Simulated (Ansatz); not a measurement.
# In (omega type): the cost of one run

Method: DFT PBE, with the methods named in each step, in Ansatz 0.2.0.

### 1 The structure to begin with

Symmetry: P6/mmm, No. 191, hexagonal system. The conventional cell has a = 5.401 Å, b = 5.401 Å, c = 3.318 Å, α = 90.00°, β = 90.00°, γ = 120.00°. Around In (site symmetry 6/mmm) lie 14 In at 3.32 to 3.53 Å. In (site symmetry -6m2) has 11 In at 3.12 to 3.53 Å as nearest neighbours.

As a file:

```
In
1.0
     5.40079    0.00000    0.00000
    -2.70040    4.67722    0.00000
     0.00000    0.00000    3.31834
In
3
Direct
  0.00000 0.00000 0.00000
  0.33333 0.66667 0.50000
  0.66667 0.33333 0.50000
```

Whether this phase is the stable one at these pressures isn't tested.

Atoms are numbered in the order of the input: In1, In2, In3.

### 2 The reference volume, LAPW

input.yaml

```yaml
crystal:
  lattice:
    - [5.4007920269, 0.0, 0.0]
    - [-2.7003960135, 4.6772230958, 0.0]
    - [0.0, 0.0, 3.3183360954]
  atoms:
    - { symbol: In, position: [0.0, 0.0, 0.0] }
    - { symbol: In, position: [0.3333333333, 0.6666666667, 0.5] }
    - { symbol: In, position: [0.6666666667, 0.3333333333, 0.5] }
kpoints:
  mp_grid: { grid: [8, 8, 10] }
  band_path:
    path:
      - [0.0, 0.0, 0.0]
      - [0.5, 0.0, 0.0]
      - [0.3333333333, 0.3333333333, 0.0]
      - [0.0, 0.0, 0.0]
      - [0.0, 0.0, 0.5]
      - [0.5, 0.0, 0.5]
      - [0.3333333333, 0.3333333333, 0.5]
      - [0.0, 0.0, 0.5]
      - [0.5, 0.0, 0.5]
    npoints: 14
scf:
  occupations: { method: fermi_dirac, width: 0.1 }
hamiltonian:
  xc: pbe
  pseudopotentials: { kind: all_electron, lapw: { basis_error: 0.001 } }
output:
  forces: true
  stress: true
  eigenvalues: true
  populations: true
  dos: { projected: true, de: 0.2, e_range: [-14, 8] }
```

The run is started by

```bash
$ ansatz run input.yaml --threads 1 --pin off --max-ram 3072MiB --backend cpu --events-out ev --progress --plain --runs-dir out
```

**Question.** How long does this run take on 1 thread of Arm Neoverse V2, shared host, and how much memory does it need?

About 42 s, with a peak of 0.42 GiB.
